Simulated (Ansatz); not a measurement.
The cell of HfSiO₄ is invented: random cell by space group and Wyckoff sites (F222, No. 22). Lengths were set from tabulated atomic sizes, so they are only a guess.

Space group F222 (No. 22). a = 5.324 Å, b = 7.131 Å, c = 8.467 Å, α = 90.00°, β = 90.00°, γ = 90.00°
```
atom  site  symmetry       x       y       z
  Hf    4c       222  0.7500  0.7500  0.2500
  Si    4b       222  0.5000  0.0000  0.0000
   O    8e       2.. 0.7529  0.0000  0.0000
   O    8g       ..2  0.0000  0.0000  0.2098
```

Method: Ansatz 0.2.0, DFT PBE, scalar-relativistic, plane waves, PAW. Cutoff 420 eV, Gaussian smearing, Γ-centred meshes. Cell and atoms relax first on a coarse mesh and then on a converged one. In between, the cell is made exact in the group found at 0.06 Å. The steps can't lower the symmetry of their start. No spin polarisation.

A guess keeps its type if space group and coordination stay and the shape of the cell changes little (axis ratios within about 15 %, angles within 6°); the volume may change.

Q: Will the relaxed cell still be of the starting type?

A: It doesn't keep its type. The symmetry stays F222 (No. 22). The volume per atom shrinks by 13.0 %, from 13.4 to 11.7 Å³. The shortest distance goes from 1.35 Å (Si–O) to 1.67 Å (Si–O). Counting neighbours within 15 % of an atom's shortest distance, the start has Hf 4, O 1/5, Si 2 and the end Hf 8, O 1, Si 4. In detail, at the end Hf is surrounded by 4 O at 2.19 Å, 4 O at 2.32 Å and 4 Si at 2.91 Å; around Si lie 4 O at 1.67–1.69 Å and 4 Hf at 2.91 Å; O on its first site has 1 Si at 1.67 Å and 2 Hf at 2.32 Å; 1 more site not described.

```cif
data_structure
_symmetry_space_group_name_H-M 'P 1'
_symmetry_Int_Tables_number 1
_cell_length_a 5.2298
_cell_length_b 4.6464
_cell_length_c 4.3532
_cell_angle_alpha 70.973
_cell_angle_beta 57.130
_cell_angle_gamma 51.897
_cell_volume 69.91
loop_
_atom_site_label
_atom_site_type_symbol
_atom_site_fract_x
_atom_site_fract_y
_atom_site_fract_z
_atom_site_occupancy
Hf1 Hf 0.75000 0.75000 0.75000 1
Si1 Si 0.50000 0.50000 0.50000 1
O1 O 0.73784 0.26216 0.73784 1
O2 O 0.26216 0.73784 0.26216 1
O3 O 0.71814 0.71814 0.28186 1
O4 O 0.28186 0.28186 0.71814 1
```

The zero of energy is the elements' standard structures at the same level (O₂ as a molecule); no fitted shifts are applied.

Q: At what energy does it end?

A: −2.384 eV/atom.

The last run used an 8×8×8 mesh for its 6-atom cell and Gaussian smearing of 0.02 eV. These runs have no spin–orbit coupling, which can matter for Hf. Symmetry constrained the relaxation, so the result can be a saddle point. Another cell of HfSiO4 relaxed alike, in I4_1/amd (a cell as deposited in COD), lies 0.75 eV/atom lower, so this cell isn't the stable form at this level.

In counts of neighbours, a slash parts the counts of unlike sites.
